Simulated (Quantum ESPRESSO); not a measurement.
# Ge (Fd-3m) in Quantum ESPRESSO: further runs, part 5 of 5

Quantum ESPRESSO 7.5.

## 6. Phonons, rev-vdW-DF2

pw.in

```
&CONTROL
  calculation = 'scf'
  prefix = 'pwscf'
  outdir = './tmp'
  pseudo_dir = './pseudo'
  tprnfor = .true.
  tstress = .true.
  disk_io = 'low'
/
&SYSTEM
  ibrav = 0
  nat = 2
  ntyp = 1
  ecutwfc = 78
  nbnd = 21
  input_dft = 'vdw-df2-b86r'
  occupations = 'smearing'
  smearing = 'gaussian'
  degauss = 0.01999163
/
&ELECTRONS
  conv_thr = 4d-10
  electron_maxstep = 120
  mixing_beta = 0.5
/
ATOMIC_SPECIES
Ge    72.6300 Ge.upf
CELL_PARAMETERS angstrom
   0.0000000000    2.8289100000    2.8289100000
   2.8289100000    0.0000000000    2.8289100000
   2.8289100000    2.8289100000    0.0000000000
ATOMIC_POSITIONS crystal
Ge     0.7500000000    0.7500000000    0.7500000000
Ge     0.5000000000    0.5000000000    0.5000000000
K_POINTS automatic
8 8 8 0 0 0
```

relax.in

```
&CONTROL
  calculation = 'vc-relax'
  prefix = 'pwscf'
  outdir = './tmp'
  pseudo_dir = './pseudo'
  tprnfor = .true.
  tstress = .true.
  disk_io = 'low'
  nstep = 40
  forc_conv_thr = 0.0001
  etot_conv_thr = 1d-06
/
&SYSTEM
  ibrav = 0
  nat = 2
  ntyp = 1
  ecutwfc = 78
  nbnd = 21
  input_dft = 'vdw-df2-b86r'
  occupations = 'smearing'
  smearing = 'gaussian'
  degauss = 0.01999163
/
&ELECTRONS
  conv_thr = 4d-10
  electron_maxstep = 120
  mixing_beta = 0.5
/
&IONS
  ion_dynamics = 'bfgs'
/
&CELL
  cell_dynamics = 'bfgs'
  press = 0
  press_conv_thr = 0.2
/
ATOMIC_SPECIES
Ge    72.6300 Ge.upf
CELL_PARAMETERS angstrom
   0.0000000000    2.8289100000    2.8289100000
   2.8289100000    0.0000000000    2.8289100000
   2.8289100000    2.8289100000    0.0000000000
ATOMIC_POSITIONS crystal
Ge     0.7500000000    0.7500000000    0.7500000000
Ge     0.5000000000    0.5000000000    0.5000000000
K_POINTS automatic
8 8 8 0 0 0
```

scf2.in

```
&CONTROL
  calculation = 'scf'
  prefix = 'pwscf'
  outdir = './tmp'
  pseudo_dir = './pseudo'
  tprnfor = .true.
  tstress = .true.
  disk_io = 'low'
/
&SYSTEM
  ibrav = 0
  nat = 2
  ntyp = 1
  ecutwfc = 78
  nbnd = 21
  input_dft = 'vdw-df2-b86r'
  occupations = 'smearing'
  smearing = 'gaussian'
  degauss = 0.01999163
/
&ELECTRONS
  conv_thr = 1d-13
  electron_maxstep = 120
  mixing_beta = 0.5
  startingpot = 'file'
  startingwfc = 'file'
/
ATOMIC_SPECIES
Ge    72.6300 Ge.upf
CELL_PARAMETERS angstrom
   0.0000000000    2.8558807817    2.8558807817
   2.8558807817    0.0000000000    2.8558807817
   2.8558807817    2.8558807817    0.0000000000
ATOMIC_POSITIONS crystal
Ge     0.7500000000    0.7500000000    0.7500000000
Ge     0.5000000000    0.5000000000    0.5000000000
K_POINTS automatic
8 8 8 0 0 0
```

ph.in

```
phonons of Ge
&INPUTPH
  prefix = 'pwscf'
  outdir = './tmp'
  tr2_ph = 1d-16
  fildyn = 'dyn'
  niter_ph = 60
  alpha_mix(1) = 0.4
/
0.0000000000 0.0000000000 0.0000000000
```

dynmat.in

```
&INPUT
  fildyn = 'dyn'
  asr = 'crystal'
  filout = 'dynmat.disp'
  fileig = 'dynmat.eig'
/
```

Potentials or basis: PseudoDojo 0.4.1 SR PBE standard.

On the command line:

```sh
OMP_NUM_THREADS=1 pw.x -in pw.in > pw.out
OMP_NUM_THREADS=1 pw.x -in relax.in > relax.out
OMP_NUM_THREADS=1 pw.x -in scf2.in > scf2.out
OMP_NUM_THREADS=1 ph.x -in ph.in > ph.out
OMP_NUM_THREADS=1 dynmat.x -in dynmat.in > dynmat.out
```

pw.out:

```text
This program is part of the open-source Quantum ESPRESSO suite
     for quantum simulation of materials; please cite
         "P. Giannozzi et al., J. Phys.:Condens. Matter 21 395502 (2009);
         "P. Giannozzi et al., J. Phys.:Condens. Matter 29 465901 (2017);
         "P. Giannozzi et al., J. Chem. Phys. 152 154105 (2020);
     in publications or presentations arising from this work. More details at

     IMPORTANT: XC functional enforced from input :
     Exchange-correlation= VDW-DF2-B86R
                           (   1   4  26   0   2   0   0)
     Any further DFT definition will be discarded
     Please, verify this is what you really want

     Message from routine setup:
     using ibrav=0 with symmetry is DISCOURAGED, use correct ibrav instead

     G-vector sticks info
     --------------------
     sticks:   dense  smooth     PW     G-vecs:    dense   smooth      PW
     Sum        1237    1237    361                28475    28475    4573

     Using Slab Decomposition

     bravais-lattice index     =            0
     lattice parameter (alat)  =       7.5602  a.u.
     unit-cell volume          =     305.5512 (a.u.)^3
     number of atoms/cell      =            2
     number of atomic types    =            1
     number of electrons       =        28.00
     number of Kohn-Sham states=           21
     kinetic-energy cutoff     =      78.0000  Ry
     charge density cutoff     =     312.0000  Ry
     scf convergence threshold =      4.0E-10
     mixing beta               =       0.5000
     number of iterations used =            8  plain     mixing
     Exchange-correlation= VDW-DF2-B86R
                           (   1   4  26   0   2   0   0)

     celldm(1)=   7.560195  celldm(2)=   0.000000  celldm(3)=   0.000000
     celldm(4)=   0.000000  celldm(5)=   0.000000  celldm(6)=   0.000000

     crystal axes: (cart. coord. in units of alat)
               a(1) = (   0.000000   0.707107   0.707107 )
               a(2) = (   0.707107   0.000000   0.707107 )
               a(3) = (   0.707107   0.707107   0.000000 )

     reciprocal axes: (cart. coord. in units 2 pi/alat)
               b(1) = ( -0.707107  0.707107  0.707107 )
               b(2) = (  0.707107 -0.707107  0.707107 )
               b(3) = (  0.707107  0.707107 -0.707107 )

     PseudoPot. # 1 for Ge read from file:
     Ge.upf
     Pseudo is Norm-conserving + core correction, Zval = 14.0
     Generated using ONCVPSP code by D. R. Hamann
     Using radial grid of 1560 points,  6 beta functions with:
                l(1) =   0
                l(2) =   0
                l(3) =   1
                l(4) =   1
                l(5) =   2
                l(6) =   2

     atomic species   valence    mass     pseudopotential
     Ge               14.00    72.63000     Ge( 1.00)

     48 Sym. Ops., with inversion, found (24 have fractional translation)

   Cartesian axes

     site n.     atom                  positions (alat units)
         1        Ge     tau(   1) = (   1.0606602   1.0606602   1.0606602  )
         2        Ge     tau(   2) = (   0.7071068   0.7071068   0.7071068  )

     number of k points=    29  Gaussian smearing, width (Ry)=  0.0200
                       cart. coord. in units 2pi/alat
        k(    1) = (   0.0000000   0.0000000   0.0000000), wk =   0.0039062
        k(    2) = (   0.0883883   0.0883883  -0.0883883), wk =   0.0312500
        k(    3) = (   0.1767767   0.1767767  -0.1767767), wk =   0.0312500
        k(    4) = (   0.2651650   0.2651650  -0.2651650), wk =   0.0312500
        k(    5) = (  -0.3535534  -0.3535534   0.3535534), wk =   0.0156250
        k(    6) = (   0.1767767   0.0000000   0.0000000), wk =   0.0234375
[... 21 lines left out ...]
        k(   28) = (  -0.7071068   0.1767767  -0.0000000), wk =   0.0468750
        k(   29) = (  -0.7071068   0.3535534   0.0000000), wk =   0.0234375

     Dense  grid:    28475 G-vectors     FFT dimensions: (  48,  48,  48)

     Initial potential from superposition of free atoms

     starting charge      27.9984, renormalised to      28.0000

     %%%%%%%%%%%%%%%%%%%%%%%%%%%%%%%%%%%%%%%%%%%%%%%%%%%%%%%%%%%%%%%%%%%%%%%%
     %                                                                      %
     % You are using vdW-DF, which was implemented by the Thonhauser group. %
     % Please cite the following two papers that made this development      %
     % possible and the two reviews that describe the various versions:     %
     %                                                                      %
     %   T. Thonhauser et al., PRL 115, 136402 (2015).                      %
     %   T. Thonhauser et al., PRB 76, 125112 (2007).                       %
     %   K. Berland et al., Rep. Prog. Phys. 78, 066501 (2015).             %
     %   D.C. Langreth et al., J. Phys.: Condens. Matter 21, 084203 (2009). %
     %                                                                      %
     % If you are calculating stress with vdW-DF, please also cite:         %
     %                                                                      %
     %   R. Sabatini et al., J. Phys.: Condens. Matter 24, 424209 (2012).   %
     %                                                                      %
     %%%%%%%%%%%%%%%%%%%%%%%%%%%%%%%%%%%%%%%%%%%%%%%%%%%%%%%%%%%%%%%%%%%%%%%%

     %%%%%%%%%%%%%%%%%%%%%%%%%%%%%%%%%%%%%%%%%%%%%%%%%%%%%%%%%%%%%%%%%%%%%%%%
     %                                                                      %
     %  vdW-DF NEWS:                                                        %
     %                                                                      %
     %  * vdW-DF3 is now available. DOI: 10.1021/acs.jctc.0c00471           %
     %    use with input_dft = 'vdW-DF3-opt1' or 'vdW-DF3-opt2'             %
     %                                                                      %
     %  * Unscreened and range-separated hybrid vdW-DF-cx functionals       %
     %    DOI: 10.1063/1.4986522 and 10.1088/1361-648X/ac2ad2               %
     %    use with input_dft = 'vdW-DF-cx0'    and 'vdW-DF-ahcx'            %
     %  * Unscreened and range-separated hybrid vdW-DF2-b86r functionals    %
     %    DOI: 10.1063/1.4986522 and DOI: 10.1103/PhysRevX.12.041003        %
     %    use with input_dft = 'vdW-DF2-br0' and 'vdW-DF2-ahbr'             %
     %                                                                      %
     %%%%%%%%%%%%%%%%%%%%%%%%%%%%%%%%%%%%%%%%%%%%%%%%%%%%%%%%%%%%%%%%%%%%%%%%

     Starting wfcs are   18 randomized atomic wfcs +    3 random wfcs

     Self-consistent Calculation

     iteration #  1     ecut=    78.00 Ry     beta= 0.50
     Davidson diagonalization with overlap
     ethr =  1.00E-02,  avg # of iterations =  5.4

     Threshold (ethr) on eigenvalues was too large:
     Diagonalizing with lowered threshold

     Davidson diagonalization with overlap
     ethr =  1.47E-04,  avg # of iterations =  2.9

     total energy              =    -356.94926725 Ry
     estimated scf accuracy    <       0.04208989 Ry

     iteration #  2     ecut=    78.00 Ry     beta= 0.50
     Davidson diagonalization with overlap
     ethr =  1.50E-04,  avg # of iterations =  1.0
[... 43 lines left out ...]
     total energy              =    -356.94896460 Ry
     estimated scf accuracy    <          3.8E-09 Ry

     iteration #  9     ecut=    78.00 Ry     beta= 0.50
     Davidson diagonalization with overlap
     ethr =  1.37E-11,  avg # of iterations =  2.0

     End of self-consistent calculation

          k = 0.0000 0.0000 0.0000 (  3527 PWs)   bands (ev):

   -15.2986 -15.2986 -15.2986 -15.2624 -15.2624 -15.0470 -15.0470 -15.0470
   -15.0340 -15.0340  -3.4057   9.2228   9.4059   9.4059   9.4059  11.9632
    11.9632  11.9632  15.8227  18.9777  18.9777

          k = 0.0884 0.0884-0.0884 (  3575 PWs)   bands (ev):

   -15.3069 -15.3069 -15.2960 -15.2507 -15.2507 -15.0595 -15.0595 -15.0500
   -15.0233 -15.0233  -3.2162   6.9769   9.0726   9.0726  10.3428  12.4083
    12.4083  12.8590  16.7505  18.0757  18.0757
[... 103 lines left out ...]
          k = 0.0000-0.5303 0.5303 (  3536 PWs)   bands (ev):

   -15.3505 -15.3342 -15.2439 -15.1839 -15.1574 -15.1436 -15.1383 -15.0878
   -14.9907 -14.9761  -0.0112   1.0519   5.0976   6.7842  10.5681  13.4832
    16.5534  16.7574  17.5845  19.3036  22.9112

          k =-0.7071 0.0000 0.0000 (  3540 PWs)   bands (ev):

   -15.3331 -15.3331 -15.2463 -15.2463 -15.1454 -15.1454 -15.0868 -15.0868
   -14.9913 -14.9913   0.4617   0.4617   6.3459   6.3459  10.1677  10.1677
    18.8260  18.8260  20.9322  20.9322  22.2816

          k = 0.3536 0.1768 0.0000 (  3553 PWs)   bands (ev):

   -15.3278 -15.3252 -15.2817 -15.2255 -15.1962 -15.1254 -15.0725 -15.0526
   -15.0084 -15.0005  -2.1753   3.9685   6.5663   7.7946  11.7739  12.1339
    14.0940  14.9305  17.4714  19.5270  19.8327
[... 25 lines left out ...]
          k = 0.0000-0.3536 0.5303 (  3557 PWs)   bands (ev):

   -15.3490 -15.3384 -15.2370 -15.1865 -15.1595 -15.1561 -15.1220 -15.0929
   -14.9878 -14.9784  -0.5619   1.6749   5.1417   6.6967  12.0549  13.9206
    14.3844  16.1466  17.6480  19.1347  22.7417

          k =-0.7071 0.1768-0.0000 (  3542 PWs)   bands (ev):

   -15.3409 -15.3409 -15.2268 -15.2268 -15.1472 -15.1472 -15.1034 -15.1034
   -14.9845 -14.9845   0.5075   0.5075   5.8856   5.8856  11.3501  11.3501
    16.9740  16.9740  20.4285  20.4285  22.3416

          k =-0.7071 0.3536 0.0000 (  3552 PWs)   bands (ev):

   -15.3472 -15.3472 -15.2030 -15.2030 -15.1533 -15.1533 -15.1205 -15.1205
   -14.9789 -14.9789   0.5557   0.5557   5.5257   5.5257  13.6844  13.6844
    14.1525  14.1525  20.3891  20.3891  22.4191

     the Fermi energy is     9.3893 ev

!    total energy              =    -356.94896460 Ry
     estimated scf accuracy    <          2.1E-10 Ry
     smearing contrib. (-TS)   =      -0.00036998 Ry
     internal energy E=F+TS    =    -356.94859462 Ry

     The total energy is F=E-TS. E is the sum of the following terms:
     one-electron contribution =    -183.05751973 Ry
     hartree contribution      =     110.49130125 Ry
     xc contribution           =     -86.88161794 Ry
     ewald contribution        =    -197.50075820 Ry

     convergence has been achieved in   9 iterations

     Forces acting on atoms (cartesian axes, Ry/au):

     atom    1 type  1   force =     0.00000000   -0.00000000   -0.00000000
     atom    2 type  1   force =    -0.00000000   -0.00000000    0.00000000

     Total force =     0.000000     Total SCF correction =     0.000000

     Computing stress (Cartesian axis) and pressure

          total   stress  (Ry/bohr**3)                   (kbar)     P=       18.99
   0.00012910  -0.00000000   0.00000000           18.99       -0.00        0.00
  -0.00000000   0.00012910   0.00000000           -0.00       18.99        0.00
   0.00000000   0.00000000   0.00012910            0.00        0.00       18.99

=------------------------------------------------------------------------------=
   JOB DONE.
=------------------------------------------------------------------------------=
```

It took 23 min on 1 thread of Arm Neoverse V1, shared host; peak memory 0.28 GiB.

Results:

| Property | Result |
| --- | --- |
| Free energy | -4856.5462 eV |
| Relaxed volume | 23.29 Å³/atom |
| Relaxed cell | a = 4.039 Å, b = 4.039 Å, c = 4.039 Å, α = 60.00°, β = 60.00°, γ = 60.00° |
| Space group after relaxing (to 0.05 Å) | Fd-3m (No. 227) |
| Pressure after relaxing | 0.1 GPa |
| Band gap on the k mesh | none (metal or under the smearing width) |
| Highest phonon frequency at Γ | 272 cm⁻¹ |

Step by step:
| step | energy change (eV) | largest force (eV/Å) | pressure (GPa) | volume (Å³) |
| --- | --- | --- | --- | --- |
| 1 | 0.0000 | 0.0000 | 1.90 | 45.28 |
| 2 | -0.0043 | 0.0000 | 1.24 | 45.72 |
| 3 | -0.0070 | 0.0000 | 0.53 | 46.20 |
| 4 | -0.0076 | 0.0000 | 0.02 | 46.57 |
| 5 | -0.0076 | 0.0000 | 0.00 | 46.59 |

Final structure:
```cif
data_structure
_symmetry_space_group_name_H-M 'P 1'
_symmetry_Int_Tables_number 1
_cell_length_a 4.0388
_cell_length_b 4.0388
_cell_length_c 4.0388
_cell_angle_alpha 60.000
_cell_angle_beta 60.000
_cell_angle_gamma 60.000
_cell_volume 46.59
loop_
_atom_site_label
_atom_site_type_symbol
_atom_site_fract_x
_atom_site_fract_y
_atom_site_fract_z
_atom_site_occupancy
Ge1 Ge 0.75000 0.75000 0.75000 1
Ge2 Ge 0.50000 0.50000 0.50000 1
```

Levels at points of the mesh, in eV from the Fermi level:
```tsv
k point	band 10	band 11	band 12	band 13	band 14	band 15	band 16	band 17	band 18	band 19
(0.00, 0.00, 0.00)	-24.36	-12.55	-0.39	0.05	0.05	0.05	2.60	2.60	2.60	6.39
(0.00, 0.00, -0.50)	-24.34	-10.54	-7.45	-1.30	-1.30	0.07	3.81	3.81	7.19	10.40
(0.00, -0.50, -0.50)	-24.32	-8.79	-8.79	-2.91	-2.91	0.85	0.85	9.24	9.24	11.30
```

Phonon frequencies in cm⁻¹ (negative: imaginary):
```
              q point           frequencies
(0.000, 0.000, 0.000)  33 33 33 272 272 272
```

Optical modes at Γ, degenerate ones joined:
```csv
cm⁻¹,components,symmetry,active in
272,3,T2g,Raman
```

Caveat: the potentials were made for another functional, which shifts forces and pressure; before the sum rule the acoustic modes lie tens of cm⁻¹ from zero, a sign that the density grid also shifts the optical modes; this crystal is a semiconductor, whose small gap the functional closes, so the metal is an error of the method.

## 7. Overview

| task | level | potentials or basis | cell | k mesh | cutoff (eV) | smearing | k mesh for the Wannier functions | projections | gap on the mesh (eV) | pressure (GPa) |
| --- | --- | --- | --- | --- | --- | --- | --- | --- | --- | --- |
| phonons | PBE | SSSP 1.3 efficiency PBE | relaxed | 8 × 8 × 8 | 748 | cold 0.272 eV | - | - | none | 0.0 |
| Wannier functions | PBE | PseudoDojo 0.4.1 SR PBE standard | as given | 6 × 6 × 6 | 1061 | fermi-dirac 0.05 eV | 5 × 5 × 5 | - | none | 3.8 |
| Wannier functions | PBEsol | PseudoDojo 0.4.1 SR PBEsol standard | as given | 6 × 6 × 6 | 1061 | fermi-dirac 0.05 eV | 5 × 5 × 5 | Ge sp | none | 0.7 |
| phonons | PBE+D2 | PseudoDojo 0.4.1 SR PBE standard | relaxed | 8 × 8 × 8 | 1061 | methfessel-paxton 0.2 eV | - | - | 0.11 | -0.1 |
| phonons | rev-vdW-DF2 | PseudoDojo 0.4.1 SR PBE standard | relaxed | 8 × 8 × 8 | 1061 | gaussian 0.272 eV | - | - | none | 0.1 |

Alike in all rows: no spin polarisation.

Caveats: this crystal is a semiconductor, whose small gap the functional closes, so the metal is an error of the method (some runs); this smearing can shift energies of a crystal with a gap (some runs); the gap on the mesh is small and may close between mesh points, in which case fixed occupations spoil the response (some runs); the potentials were made for another functional, which shifts forces and pressure (some runs); before the sum rule the acoustic modes lie tens of cm⁻¹ from zero, a sign that the density grid also shifts the optical modes (some runs).

Total energies depend on the potentials used, so only differences within one code and one set of settings carry meaning.

## 8. Against experiment

Step 2. A measured gap of Ge is 0.666 eV (indirect; 293 K; “Electronic and optical properties of SixGe1-x-ySny alloys lattice-matched to Ge”, 2021, arxiv:2109.02782); the calculated 0.00 eV misses it by -0.67 eV. 3 values of this kind are on record (0.666 to 0.807 eV); this one was drawn at random among those near their median. Spin-orbit coupling on Ge is left out. The value is that of PBE on a finite k mesh, which can miss the band edges, without temperature or zero-point motion. Semilocal functionals fall short of measured gaps as a rule.

Step 3. A measured gap of Ge is 0.807 eV (direct; 300 K; “Electronic and optical properties of SixGe1-x-ySny alloys lattice-matched to Ge”, 2021, arxiv:2109.02782); the calculated 0.00 eV misses it by -0.81 eV. 3 values of this kind are on record (0.666 to 0.807 eV); this one was drawn at random among those near their median. Spin-orbit coupling on Ge is left out. The value is that of PBE on a finite k mesh, which can miss the band edges, without temperature or zero-point motion. Semilocal functionals fall short of measured gaps as a rule.

Step 4. A measured gap of Ge is 0.666 eV (indirect; 293 K; “Electronic and optical properties of SixGe1-x-ySny alloys lattice-matched to Ge”, 2021, arxiv:2109.02782); the calculated 0.00 eV misses it by -0.67 eV. 3 values of this kind are on record (0.666 to 0.807 eV); this one was drawn at random among those near their median. Spin-orbit coupling on Ge is left out. The value is that of PBEsol on a finite k mesh, which can miss the band edges, without temperature or zero-point motion. Semilocal functionals fall short of measured gaps as a rule.

Step 5. Against the measured gap of Ge, 0.807 eV (direct; 300 K; “Electronic and optical properties of SixGe1-x-ySny alloys lattice-matched to Ge”, 2021, arxiv:2109.02782), the calculated 0.11 eV is off by -0.70 eV. 3 values of this kind are on record (0.666 to 0.807 eV); this one was drawn at random among those near their median. Spin-orbit coupling on Ge is left out. The value is that of PBE+D2 on a finite k mesh, which can miss the band edges, without temperature or zero-point motion. Semilocal functionals fall short of measured gaps as a rule.

Step 6. Measured gap of Ge: 0.744 eV (indirect; 0 K; “Temperature-dependent photoluminescence in Ge: experiment and theory”, 2020, arxiv:2003.00143). This calculation gives 0.00 eV (-0.74 eV). 3 values of this kind are on record (0.666 to 0.807 eV); this one was drawn at random among those near their median. Spin-orbit coupling on Ge is left out. The value is that of rev-vdW-DF2 on a finite k mesh, which can miss the band edges, without temperature or zero-point motion.
